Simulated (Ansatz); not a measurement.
CsI (CsCl type, space group No. 221), DFT-PBEsol in the program Ansatz with PAW potentials: ε∞ = 3.50, cell volume 91.55 Å³. Infrared-active transverse modes:

```
ω_TO (cm⁻¹)  oscillator strength S_xx (e²/amu)
-----------  ---------------------------------
58.3                                   0.02689
```

Task: Compute the static dielectric constant.

Result: Each mode adds (4.921e7/V) S/ω²: 4.25. So ε0 = 7.75.

Task: What LO frequency does the Lyddane–Sachs–Teller relation give?

Result: ω_LO = ω_TO √(ε0/ε∞) = 87 cm⁻¹.

Space group Pm-3m (CsCl type). Symmetry was held in the PBEsol relaxation; phonons on a q-mesh show no instability. Spin–orbit coupling is left out wherever it is not named.

Potentials: the later of the program's two PAW sets.
